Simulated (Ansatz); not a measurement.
Crystal: YN, rock salt type, 2 atoms in the cell.

Theory: HSE06, plane waves, PAW datasets (earlier set, tuned by hand) in Ansatz.

Cutoff 870 eV; exchange singularity: regularized; k-mesh 4×4×4 Γ-centred; Fermi–Dirac smearing of 0.05 eV; no spin polarisation.

```csv
V (Å³/atom),a (Å),E − E(min) (meV/atom),P (GPa)
13.696,4.7851,32.28,12.33
14.143,4.8366,7.51,5.63
14.589,4.8870,0.00,-0.09
15.036,4.9363,7.20,-4.96
15.482,4.9847,26.95,-9.11
```

Question: Fit a third-order Birch–Murnaghan equation of state to the energies.

Answer: V₀ = 14.582 Å³/atom (a₀ = 4.886 Å), B₀ = 172 GPa, B₀′ = 4.21.

The stress includes the program's correction for the finite plane-wave basis.

The k-mesh is coarse, so these values belong to this mesh and can lie far from the converged ones.
